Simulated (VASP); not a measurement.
# MnO2 (P-3m1) in VASP: notebook

One crystal, MnO2, is run at these levels: r2SCAN; tasks: single point.

Everything below comes from runs of VASP 6.6.1. Logs are shortened: lines on timing, memory, paths and dates and some standing lists are left out, and cuts for length are marked.

## Step 1: The structure

Symmetry: P-3m1, No. 164, trigonal system. The conventional cell has a = 2.857 Å, b = 2.857 Å, c = 4.601 Å, α = 90.00°, β = 90.00°, γ = 120.00°. Mn (site symmetry -3m) has 6 O at 1.90 Å as nearest neighbours. O (site symmetry 3m) has 3 Mn at 1.90 Å as nearest neighbours.

Measurements of this composition are mostly on another form, of space group No. 136.

## Step 2: Single point, r2SCAN, collinear spin, ferromagnetic start

File INCAR:

```
SYSTEM = MnO2
PREC = Accurate ; ENCUT = 340
EDIFF = 1E-6 ; ISMEAR = 0
SIGMA = 0.05 ; LREAL = .FALSE.
LASPH = .TRUE. ; NELM = 100
ALGO = Normal ; ISIF = 2
LWAVE = .FALSE. ; LCHARG = .FALSE.
ISPIN = 2 ; MAGMOM = 4 0 0
LORBIT = 11 ; LMAXMIX = 4
METAGGA = R2SCAN ; LMIXTAU = .TRUE.
ADDGRID = .FALSE.
```

File KPOINTS:

```
Automatic mesh
0
G
  5 5 3
  0 0 0
```

File POSCAR:

```
MnO2
1.0
    2.8565781804      0.0000000000      0.0000000000
   -1.4282890902      2.4738692722      0.0000000000
    0.0000000000      0.0000000000      4.6013740589
Mn O
1 2
Direct
    0.0186700000     -0.0033200000      0.4886240000
    0.3165570000      0.6444560000      0.7182440000
    0.6490790000      0.3390650000      0.3129550000
```

Potentials or basis: VASP PAW PBE potentials, release 64 (Mn_pv, O).

Launch:

```bash
cat potpaw_PBE.64/Mn_pv/POTCAR potpaw_PBE.64/O/POTCAR > POTCAR
mpirun -np 1 vasp_std > vasp.out
```

OUTCAR:

```text
SYSTEM = MnO2
   PREC = Accurate
   ENCUT = 340
   EDIFF = 1E-6
   ISMEAR = 0
   LREAL = .FALSE.
   LASPH = .TRUE.
   NELM = 100
   ISIF = 2
   ISPIN = 2
   LORBIT = 11
   METAGGA = R2SCAN

 Found     38 irreducible k-points:

 Following reciprocal coordinates:
            Coordinates               Weight
  0.000000  0.000000  0.000000      1.000000
  0.200000  0.000000  0.000000      2.000000
  0.000000  0.200000  0.000000      2.000000
 -0.200000  0.200000  0.000000      2.000000
  0.400000  0.000000  0.000000      2.000000
  0.000000  0.400000  0.000000      2.000000
   k-points           NKPTS =     38   k-points in BZ     NKDIM =     38   number of bands    NBANDS=     18
   number of dos      NEDOS =    301   number of ions     NIONS =      3
   total plane-waves  NPLWV =   9072
   dimension x,y,z NGX =    18 NGY =   18 NGZ =   28
   dimension x,y,z NGXF=    36 NGYF=   36 NGZF=   56
   ions per type =               1   2
   NGX,Y,Z   is equivalent  to a cutoff of  10.48, 10.48, 10.12 a.u.
   NGXF,Y,Z  is equivalent  to a cutoff of  20.95, 20.95, 20.23 a.u.
 SYSTEM =  MnO2
   PREC   = accura    normal or accurate (medium, high low for compatibility)
   ISTART =      0    job   : 0-new  1-cont  2-samecut
   ICHARG =      2    charge: 1-file 2-atom 10-const
   ISPIN  =      2    spin polarized calculation?
   LNONCOLLINEAR =      F non collinear calculations
   LSORBIT =      F    spin-orbit coupling
   LASPH  =      T    aspherical Exc in radial PAW
   ENCUT  =  340.0 eV  24.99 Ry    5.00 a.u.   4.29  4.29  6.92*2*pi/ulx,y,z
   NELM   =    100;   NELMIN=  2; NELMDL= -5     # of ELM steps
   EDIFF  = 0.1E-05   stopping-criterion for ELM
   LREAL  =      F    real-space projection
   EDIFFG = 0.1E-04   stopping-criterion for IOM
   NSW    =      0    number of steps for IOM
   IBRION =     -1    ionic relax: 0-MD 1-quasi-New 2-CG
   NFREE  =      0    steps in history (QN), initial steepest desc. (CG)
   ISIF   =      2    stress and relaxation
   ISYM   =      2    0-nonsym 1-usesym 2-fastsym
   POTIM  = 0.5000    time-step for ionic-motion
   TEBEG  =    0.0;   TEEND  =   0.0 temperature during run
   PSTRESS=    0.0 pullay stress
   NELECT =      25.0000    total number of electrons
   NUPDOWN=      -1.0000    fix difference up-down
   EMIN   =  10.00;   EMAX   =-10.00  energy-range for DOS
   EFERMI =   0.00;   METHOD = LEGACY
   ISMEAR =     0;   SIGMA  =   0.05  broadening in eV -4-tet -1-fermi 0-gaus
   EFERMI_NEDOS =   21; number of points for ismear=-14 and -15
   IALGO  =     38    algorithm
   IMIX   =      4    mixing-type and parameters
     AMIX     =   0.40;   BMIX     =  1.00
     AMIX_MAG =   1.60;   BMIX_MAG =  1.00
  volume/ion in A,a.u.               =      10.84        73.15
  Fermi-wavevector in a.u.,A,eV,Ry     =   1.499747  2.834111 30.602787  2.249241
  Thomas-Fermi vector in A             =   2.611337
   LORBIT       =     11    0 simple, 1 ext, 2 COOP (PROOUT), +10 PAW based schemes
   METAGGA = R2SCAN    functional components
   LHFCALC =     F    Hartree Fock is set to
   AEXX    =    0.0000 exact exchange contribution
   IVDW    =     0    specifies the selected vdW correction
   LEPSILON=     F    determine dielectric tensor
   LRPA    =     F    only Hartree local field effects (RPA)
 spin polarized calculation
 Gauss-broadening in eV      SIGMA  =   0.05
  energy-cutoff  :      340.00
  volume of cell :       32.52
 maximum number of plane-waves:       482
 NGX is ok and might be reduce to    18
   NGX =  9   NGY =  9   NGZ = 13

 number of electron      25.0000021 magnetization       3.0000302

 Free energy of the ion-electron system (eV)
  ---------------------------------------------------
  ext. energy  EPLUGINS =         0.00000000
  ---------------------------------------------------
  free energy    TOTEN  =       -32.37254985 eV

  energy without entropy =      -32.37254985  energy(sigma->0) =      -32.37254985

 E-fermi :   2.9116     XC(G=0): -11.5402

 val. band max:        2.5714289459   @ k =   0.2000  -0.2000   0.3333
 cond. band min:       4.4653937350   @ k =   0.0000   0.0000   0.3333
 fundamental gap:      1.8939647891
 Fermi energy:         2.9116093405

 spin component 1

 k-point     1 :       0.0000    0.0000    0.0000
  band No.  band energies     occupation
      1     -49.6870      1.00000
      2     -49.6754      1.00000
      3     -49.6666      1.00000
      4     -18.0322      1.00000
      5     -15.3870      1.00000
      6      -3.8552      1.00000
[... 10 lines left out ...]
     17      10.5142      0.00000
     18      14.1979      0.00000
[... 88 lines left out ...]
      2     -49.7136      1.00000
      3     -49.6500      1.00000
      4     -16.8908      1.00000
      5     -15.5536      1.00000
      6      -4.2789      1.00000
[... 10 lines left out ...]
     17      14.6091      0.00000
     18      17.0359      0.00000

 [... further k-points ...]

 spin component 2

 k-point     1 :       0.0000    0.0000    0.0000
  band No.  band energies     occupation
      1     -45.6992      1.00000
      2     -45.5668      1.00000
      3     -45.3825      1.00000
      4     -17.9012      1.00000
      5     -15.3533      1.00000
      6      -2.7911      1.00000
[... 10 lines left out ...]
     17      11.0758      0.00000
     18      14.8760      0.00000
[... 88 lines left out ...]
      2     -45.6281      1.00000
      3     -45.3484      1.00000
      4     -16.6946      1.00000
      5     -15.5616      1.00000
      6      -3.3334      1.00000
[... 10 lines left out ...]
     17      15.0226      0.00000
     18      17.5802      0.00000

 [... further k-points ...]

------------------------ aborting loop because EDIFF is reached ----------------------------------------

  FORCE on cell =-STRESS in cart. coord.  units (eV):
  Direction    XX          YY          ZZ          XY          YZ          ZX
  --------------------------------------------------------------------------------------
  -------------------------------------------------------------------------------------
  Total       -2.8480896     -2.4786431     -3.9034189      1.0243387      0.7995172     -1.2664407
  in kB     -140.3310677   -122.1277011   -192.3292544     50.4712177     39.3938107    -62.4000627
  external PRESSURE =    -151.5960077 kB  Pullay stress =       0.0000000 kB

 VOLUME and BASIS-vectors are now :
 -----------------------------------------------------------------------------
  energy-cutoff  :      340.00
  volume of cell :       32.52
      direct lattice vectors                 reciprocal lattice vectors
     2.856578180  0.000000000  0.000000000     0.350069187  0.202112539  0.000000000
    -1.428289090  2.473869272  0.000000000     0.000000000  0.404225078  0.000000000
     0.000000000  0.000000000  4.601374059     0.000000000  0.000000000  0.217326387

 POSITION                                       TOTAL-FORCE (eV/Angst)
 -----------------------------------------------------------------------------------
     -1.37021      2.46566      2.24834        -1.810165     -0.157612      3.813367
     -0.01620      1.59430      3.30491         0.091915      0.506799     -1.358910
      1.36986      0.83880      1.44002         1.718250     -0.349187     -2.454456
 -----------------------------------------------------------------------------------
    total drift:                                0.012318      0.020876     -0.014282

  FREE ENERGIE OF THE ION-ELECTRON SYSTEM (eV)
  ---------------------------------------------------
  free  energy   TOTEN  =       -32.3725498529 eV

  energy  without entropy=      -32.3725498529  energy(sigma->0) =      -32.37254985

 total charge

# of ion       s       p       d       tot
------------------------------------------
    1        0.395   6.484   4.902  11.781
    2        1.650   3.440   0.000   5.091
    3        1.647   3.559   0.000   5.205
--------------------------------------------------
tot          3.692  13.483   4.902  22.077

 magnetization (x)

# of ion       s       p       d       tot
------------------------------------------
    1        0.029   0.040   2.832   2.901
    2        0.005  -0.029   0.000  -0.023
    3        0.004   0.057   0.000   0.061
--------------------------------------------------
tot          0.039   0.068   2.832   2.939
```

It took 50 s on 1 thread of Intel Xeon 6975P-C (Granite Rapids), shared host; peak memory 0.15 GiB.

The run converged, but a check on its numbers failed (symmetry, net force, bounds or a known fault of this set-up), so they aren't taken as properties of the crystal.

Caveat: the k mesh is coarse (spacing up to 0.51 Å⁻¹), so the values aren't converged; the cutoff lies under the usual one of these potentials, so the numbers hold a large basis-set error; the PAW data sets were made with another functional, which shifts forces and pressure a little; an odd mesh through Γ misses points on the zone boundary, where band edges often lie; a cell with one magnetic atom can't hold antiferromagnetic order, which such compounds often take.

## Step 3: Single point, r2SCAN, collinear spin, ferromagnetic start

Changes to INCAR since step 2:

```diff
@@ -1,3 +1,3 @@
 SYSTEM = MnO2
-PREC = Accurate ; ENCUT = 340
+PREC = Accurate ; ENCUT = 400
 EDIFF = 1E-6 ; ISMEAR = 0
```

KPOINTS is that of step 2.

File POSCAR:

```
MnO2
1.0
    2.8565781804      0.0000000000      0.0000000000
   -1.4282890902      2.4738692722      0.0000000000
    0.0000000000      0.0000000000      4.6013740589
Mn O
1 2
Direct
    0.0000000000      0.0000000000      0.5000000000
    0.3333333333      0.6666666667      0.7062925700
    0.6666666667      0.3333333333      0.2937074300
```

Potentials or basis: VASP PAW PBE potentials, release 64 (Mn_pv, O).

Launch:

```bash
cat potpaw_PBE.64/Mn_pv/POTCAR potpaw_PBE.64/O/POTCAR > POTCAR
mpirun -np 1 vasp_std > vasp.out
```

It took 25 s on 1 thread of Intel Xeon 6975P-C (Granite Rapids), shared host; peak memory 0.15 GiB.

These settings aren't checked as converged: the numbers below hold their error.

What came out:

* Free energy: -32.5800 eV
* Largest force: 0.024 eV/Å
* Band gap on the k mesh: 1.99 eV, indirect (least direct gap 2.03 eV)
* Net moment: 3.00 μB per cell
* Site moments: Mn +2.94; O +0.01 μB
* Valence electrons inside the program's atomic spheres: Mn 11.71; O 5.07

Caveat: the k mesh is coarse (spacing up to 0.51 Å⁻¹), so the values aren't converged; the cutoff is under 1.25 times the usual one of these potentials, so pressure, stress and relaxed cells hold a basis-set (Pulay) error; the PAW data sets were made with another functional, which shifts forces and pressure a little; an odd mesh through Γ misses points on the zone boundary, where band edges often lie; a cell with one magnetic atom can't hold antiferromagnetic order, which such compounds often take.

## Step 4: Single point, r2SCAN, collinear spin, ferromagnetic start

INCAR is that of step 3.

KPOINTS is that of step 3.

File POSCAR:

```
MnO2
1.0
    2.8565781804      0.0000000000      0.0000000000
   -1.4282890902      2.4738692722      0.0000000000
    0.0000000000      0.0000000000      4.6013740589
Mn O
1 2
Direct
    0.0186700000     -0.0033200000      0.4886240000
    0.3165570000      0.6444560000      0.7182440000
    0.6490790000      0.3390650000      0.3129550000
```

Potentials or basis: VASP PAW PBE potentials, release 64 (Mn_pv, O).

Launch:

```bash
cat potpaw_PBE.64/Mn_pv/POTCAR potpaw_PBE.64/O/POTCAR > POTCAR
mpirun -np 1 vasp_std > vasp.out
```

OUTCAR:

```text
SYSTEM = MnO2
   PREC = Accurate
   ENCUT = 400
   EDIFF = 1E-6
   ISMEAR = 0
   LREAL = .FALSE.
   LASPH = .TRUE.
   NELM = 100
   ISIF = 2
   ISPIN = 2
   LORBIT = 11
   METAGGA = R2SCAN

 Found     38 irreducible k-points:

 Following reciprocal coordinates:
            Coordinates               Weight
  0.000000  0.000000  0.000000      1.000000
  0.200000  0.000000  0.000000      2.000000
  0.000000  0.200000  0.000000      2.000000
 -0.200000  0.200000  0.000000      2.000000
  0.400000  0.000000  0.000000      2.000000
  0.000000  0.400000  0.000000      2.000000
   k-points           NKPTS =     38   k-points in BZ     NKDIM =     38   number of bands    NBANDS=     18
   number of dos      NEDOS =    301   number of ions     NIONS =      3
   total plane-waves  NPLWV =  12000
   dimension x,y,z NGX =    20 NGY =   20 NGZ =   30
   dimension x,y,z NGXF=    40 NGYF=   40 NGZF=   60
   ions per type =               1   2
   NGX,Y,Z   is equivalent  to a cutoff of  11.64, 11.64, 10.84 a.u.
   NGXF,Y,Z  is equivalent  to a cutoff of  23.28, 23.28, 21.68 a.u.
 SYSTEM =  MnO2
   PREC   = accura    normal or accurate (medium, high low for compatibility)
[... 325 lines left out ...]

  FORCE on cell =-STRESS in cart. coord.  units (eV):
  Direction    XX          YY          ZZ          XY          YZ          ZX
  --------------------------------------------------------------------------------------
  -------------------------------------------------------------------------------------
  Total        0.2284202      0.5227481     -0.6298656      1.0370468      0.7838203     -1.2500898
  in kB       11.2547192     25.7568445    -31.0347385     51.0973669     38.6203953    -61.5944235
  external PRESSURE =       1.9922751 kB  Pullay stress =       0.0000000 kB

 VOLUME and BASIS-vectors are now :
 -----------------------------------------------------------------------------
  energy-cutoff  :      400.00
  volume of cell :       32.52
      direct lattice vectors                 reciprocal lattice vectors
     2.856578180  0.000000000  0.000000000     0.350069187  0.202112539  0.000000000
    -1.428289090  2.473869272  0.000000000     0.000000000  0.404225078  0.000000000
     0.000000000  0.000000000  4.601374059     0.000000000  0.000000000  0.217326387

 POSITION                                       TOTAL-FORCE (eV/Angst)
 -----------------------------------------------------------------------------------
     -1.37021      2.46566      2.24834        -1.781842     -0.169482      3.773655
     -0.01620      1.59430      3.30491         0.095505      0.497790     -1.266668
      1.36986      0.83880      1.44002         1.686337     -0.328309     -2.506987
 -----------------------------------------------------------------------------------
    total drift:                               -0.013128     -0.003525      0.003830

  FREE ENERGIE OF THE ION-ELECTRON SYSTEM (eV)
  ---------------------------------------------------
  free  energy   TOTEN  =       -32.2342228653 eV

  energy  without entropy=      -32.2342228653  energy(sigma->0) =      -32.23422287

 total charge

# of ion       s       p       d       tot
------------------------------------------
    1        0.394   6.484   4.906  11.785
    2        1.614   3.412   0.000   5.027
    3        1.611   3.530   0.000   5.141
--------------------------------------------------
tot          3.620  13.427   4.906  21.953

 magnetization (x)

# of ion       s       p       d       tot
------------------------------------------
    1        0.029   0.040   2.832   2.900
    2        0.005  -0.028   0.000  -0.024
    3        0.004   0.058   0.000   0.061
--------------------------------------------------
tot          0.038   0.069   2.832   2.938
```

OSZICAR:

```text
N       E                     dE             d eps       ncg     rms          rms(c)
DAV:   1     0.215443894956E+03    0.21544E+03   -0.13363E+04  2744   0.136E+03
DAV:   2    -0.314051204115E+02   -0.24685E+03   -0.23830E+03  3070   0.399E+02
DAV:   3    -0.460268148442E+02   -0.14622E+02   -0.14544E+02  2944   0.110E+02
DAV:   4    -0.461952156573E+02   -0.16840E+00   -0.16825E+00  2984   0.129E+01
DAV:   5    -0.461971797884E+02   -0.19641E-02   -0.19641E-02  2892   0.143E+00    0.335E+01
DAV:   6    -0.361259829669E+02    0.10071E+02   -0.86873E+01  2932   0.102E+02    0.306E+01
DAV:   7    -0.325580932393E+02    0.35679E+01   -0.64234E+01  2972   0.828E+01    0.144E+01
DAV:   8    -0.319694607395E+02    0.58863E+00   -0.34617E+00  2852   0.213E+01    0.568E+00
DAV:   9    -0.321460844609E+02   -0.17662E+00   -0.13871E+00  2848   0.106E+01    0.307E+00
DAV:  10    -0.322203316970E+02   -0.74247E-01   -0.13095E-01  2812   0.332E+00    0.141E+00
DAV:  11    -0.322319404622E+02   -0.11609E-01   -0.54318E-02  2790   0.230E+00    0.345E-01
DAV:  12    -0.322335658619E+02   -0.16254E-02   -0.50726E-03  2784   0.762E-01    0.151E-01
DAV:  13    -0.322340589261E+02   -0.49306E-03   -0.11904E-03  2884   0.314E-01    0.702E-02
DAV:  14    -0.322341900512E+02   -0.13113E-03   -0.26529E-04  3074   0.152E-01    0.345E-02
DAV:  15    -0.322342217476E+02   -0.31696E-04   -0.69933E-05  2870   0.658E-02    0.214E-02
DAV:  16    -0.322342262181E+02   -0.44705E-05   -0.20117E-05  2808   0.481E-02    0.851E-03
DAV:  17    -0.322342227164E+02    0.35017E-05   -0.32409E-06  2106   0.188E-02    0.300E-03
DAV:  18    -0.322342228653E+02   -0.14895E-06   -0.64743E-07  1576   0.724E-03
   1 F= -.32234223E+02 E0= -.32234223E+02  d E =-.533783E-21  mag=     3.0000
```

It took 62 s on 1 thread of Intel Xeon 6975P-C (Granite Rapids), shared host; peak memory 0.16 GiB.

These settings aren't checked as converged: the numbers below hold their error.

What came out:

```
Free energy                                           : -32.2342 eV
Largest force                                         : 4.177 eV/Å
Band gap on the k mesh                                : 1.88 eV, indirect (least direct gap 1.98 eV)
Net moment                                            : 3.00 μB per cell
Site moments                                          : Mn +2.90; O -0.02, +0.06 μB
Valence electrons inside the program's atomic spheres : Mn 11.79; O 5.03, 5.14
```

Caveat: the k mesh is coarse (spacing up to 0.51 Å⁻¹), so the values aren't converged; the cutoff is under 1.25 times the usual one of these potentials, so pressure, stress and relaxed cells hold a basis-set (Pulay) error; the PAW data sets were made with another functional, which shifts forces and pressure a little; an odd mesh through Γ misses points on the zone boundary, where band edges often lie; a cell with one magnetic atom can't hold antiferromagnetic order, which such compounds often take.

## Step 5: For comparison

An earlier run on the cell as given: functional PBE; potentials or basis VASP PAW PBE potentials, release 64 (Mn_pv, O); cutoff 520 eV; k mesh 11 × 11 × 6; occupations fermi-dirac, width 0.05 eV; collinear spin, ferromagnetic start; starting moments [4.0, 0.0, 0.0] μB.

- Pressure: 5.8 GPa
- Largest force: 0.310 eV/Å
- Band gap on the k mesh: 0.81 eV, indirect (least direct gap 0.87 eV)
- Net moment: 3.00 μB per cell
- Site moments: Mn +2.83; O +0.04 μB
- Valence electrons inside the program's atomic spheres: Mn 11.75; O 5.00
